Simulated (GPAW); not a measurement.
# CdO (Monteponite): single point with PBE

The system is CdO (Monteponite).

```
Cd O
1.0
     0.00000    2.34950    2.34950
     2.34950    0.00000    2.34950
     2.34950    2.34950    0.00000
Cd O
1 1
Cartesian
  0.0000 0.0000 0.0000
  2.3495 2.3495 2.3495
```

```yaml
Program: GPAW 26.7.0
Task: single point
Functional: PBE
Potentials_or_basis: GPAW PAW data sets (gpaw-data 1.2.1)
Cutoff: 800 eV
Basis: pw
k_mesh: 10 × 10 × 10
Occupations: gaussian, width 0.02 eV
Spin: no spin polarisation
Maxiter: 150
```

- Pressure: 5.5 GPa
- Band gap on the k mesh: none (metal or under the smearing width)

Levels at points of the mesh, in eV from the Fermi level:
| k point | band 6 | band 7 | band 8 | band 9 | band 10 | band 11 | band 12 | band 13 |
| --- | --- | --- | --- | --- | --- | --- | --- | --- |
| (0.00, 0.00, 0.00) | -6.37 | -1.42 | -1.42 | -1.42 | -0.44 | 14.57 | 16.99 | 16.99 |
| (0.50, 0.50, 0.00) | -5.66 | -4.38 | -2.38 | -2.38 | 3.87 | 8.47 | 11.23 | 13.25 |
| (0.50, 0.50, 0.50) | -6.11 | -3.81 | -0.02 | -0.02 | 4.38 | 7.29 | 11.82 | 11.82 |

Run time: 28 s on 1 thread of Arm Neoverse V1, with other jobs on the host, peak memory 0.17 GiB.

Caveat: this crystal is a semiconductor, whose small gap the functional closes, so the metal is an error of the method.
